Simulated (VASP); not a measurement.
Wanted: the native input for a VASP 6.6.1 run.

| Item | Value |
| --- | --- |
| Task | band structure |
| Functional | PBEsol |
| Potentials or basis | VASP PAW PBE potentials, release 64 (Mo_sv, S) |
| Cutoff | 520 eV |
| k mesh | 10 × 10 × 3 |
| Occupations | fermi-dirac, width 0.05 eV |
| Spin | no spin polarisation |
| Further INCAR settings | ALGO = Normal; EDIFF = 1e-06; NBANDS = 35 |

Crystal: MoS2.

```xyz
6
Lattice="3.1690 0.0000 0.0000 -1.5845 2.7444 0.0000 0.0000 0.0000 12.3240" Properties=species:S:1:pos:R:3 pbc="T T T"
Mo    1.5845    0.9148    9.2430
Mo    0.0000    1.8296    3.0810
S     1.5845    0.9148    4.6461
S     0.0000    1.8296   10.8081
S     1.5845    0.9148    1.5159
S     0.0000    1.8296    7.6779
```

One way to write it, as run:

POSCAR

```
MoS2
1.0
    3.1690000000      0.0000000000      0.0000000000
   -1.5845000000      2.7444345046      0.0000000000
    0.0000000000      0.0000000000     12.3240000000
Mo S
2 4
Direct
    0.6666666667      0.3333333333      0.7500000000
    0.3333333333      0.6666666667      0.2500000000
    0.6666666667      0.3333333333      0.3770000000
    0.3333333333      0.6666666667      0.8770000000
    0.6666666667      0.3333333333      0.1230000000
    0.3333333333      0.6666666667      0.6230000000
```

INCAR.step1

```
SYSTEM = MoS2
PREC     = Accurate       ! precision mode
ENCUT    = 520            ! plane-wave cutoff, eV
EDIFF    = 1E-6           ! SCF threshold, eV
ISMEAR   = -1             ! smearing method
SIGMA    = 0.05           ! smearing width, eV
LREAL    = .False.        ! projectors in reciprocal space
LASPH    = .True.         ! aspherical terms in the spheres
NELM     = 60             ! most SCF steps
ALGO     = Normal         ! electronic algorithm
ISIF     = 2              ! what is computed and relaxed
LWAVE    = .False.        ! write WAVECAR
LCHARG   = .True.         ! write CHGCAR
LMAXMIX  = 4              ! l up to which the mixer works
GGA      = PS             ! functional
NBANDS   = 35             ! bands
```

KPOINTS.step1

```
Automatic mesh
0
Gamma
  10 10 3
  0 0 0
```

INCAR.step2

```
SYSTEM = MoS2
PREC     = Accurate       ! precision mode
ENCUT    = 520            ! plane-wave cutoff, eV
EDIFF    = 1E-6           ! SCF threshold, eV
ISMEAR   = 0              ! smearing method
SIGMA    = 0.05           ! smearing width, eV
LREAL    = .False.        ! projectors in reciprocal space
LASPH    = .True.         ! aspherical terms in the spheres
NELM     = 60             ! most SCF steps
ALGO     = Normal         ! electronic algorithm
ISIF     = 2              ! what is computed and relaxed
LWAVE    = .False.        ! write WAVECAR
LCHARG   = .False.        ! write CHGCAR
LMAXMIX  = 4              ! l up to which the mixer works
GGA      = PS             ! functional
NBANDS   = 35             ! bands
ICHARG   = 11             ! starting density
```

KPOINTS.step2

```
path GMKGALHA,LM,KH
15
line-mode
reciprocal
 0.0000000000  0.0000000000  0.0000000000  G
 0.5000000000  0.0000000000  0.0000000000  M

 0.5000000000  0.0000000000  0.0000000000  M
 0.3333333333  0.3333333333  0.0000000000  K

 0.3333333333  0.3333333333  0.0000000000  K
 0.0000000000  0.0000000000  0.0000000000  G

 0.0000000000  0.0000000000  0.0000000000  G
 0.0000000000  0.0000000000  0.5000000000  A

 0.0000000000  0.0000000000  0.5000000000  A
 0.5000000000  0.0000000000  0.5000000000  L

 0.5000000000  0.0000000000  0.5000000000  L
 0.3333333333  0.3333333333  0.5000000000  H

 0.3333333333  0.3333333333  0.5000000000  H
 0.0000000000  0.0000000000  0.5000000000  A

 0.5000000000  0.0000000000  0.5000000000  L
 0.5000000000  0.0000000000  0.0000000000  M

 0.3333333333  0.3333333333  0.0000000000  K
 0.3333333333  0.3333333333  0.5000000000  H
```

Potentials or basis: VASP PAW PBE potentials, release 64 (Mo_sv, S).

Command:

```bash
$ cat potpaw_PBE.64/Mo_sv/POTCAR potpaw_PBE.64/S/POTCAR > POTCAR
$ cp INCAR.step1 INCAR
$ cp KPOINTS.step1 KPOINTS
$ mpirun -np 1 vasp_std > vasp.out
$ cp INCAR.step2 INCAR
$ cp KPOINTS.step2 KPOINTS
$ mpirun -np 1 vasp_std > vasp.out
```

It gave:

```yaml
Band_gap_on_the_k_mesh: 0.90 eV, indirect (least direct gap 1.87 eV)
Band_gap_along_the_path: 0.86 eV, indirect (least direct gap 1.66 eV)
```

Caveat: the log is that of the step along the path at fixed density, whose energy, stress, charges and moments have no meaning.

It took 120 s on 1 thread of Intel(R) Xeon(R) 6975P-C (Granite Rapids) (shared host), peak memory 0.49 GiB.
